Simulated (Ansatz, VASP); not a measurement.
**One calculation of NiSb (Breithauptite), two programs**

```
Sb Ni
1.0
     3.95401    0.00000    0.00000
    -1.97701    3.42428    0.00000
     0.00000    0.00000    5.15391
Sb Ni
2 2
Direct
  0.66667 0.33333 0.75000
  0.33333 0.66667 0.25000
  0.00000 0.00000 0.50000
  0.00000 0.00000 0.00000
```

Change from the starting cell: volume scaled by 1.02.

Alike in both runs: task single point; functional PBE; k mesh 8 × 8 × 5; occupations fermi-dirac, width 0.05 eV; collinear spin, ferromagnetic start.

|  | VASP | Ansatz |
| --- | --- | --- |
| version | VASP 6.6.1 | Ansatz 0.2.0 |
| potentials or method | VASP PAW PBE potentials, release 64 (Sb, Ni) | Ansatz PAW |
| plane-wave cutoff (eV) | 520 | 420 |
| valence electrons in the cell | 30 | 66 |

```csv
,VASP,Ansatz,Ansatz less VASP
gap on the k mesh at the Fermi level (eV),none,none,-
pressure (GPa),1.2,1.3,+0.14
largest component of the traceless stress (GPa),0.29,0.41,+0.121
net moment per atom (μB),0.00,0.00,0.000
```

A gap of «none» marks a metal or a gap that the smearing closes. The two sets of potentials don't hold the same shells in valence.

Caveats: the starting moments weren't kept (Ansatz). Spin-orbit coupling is left out, which matters for the levels of Sb.
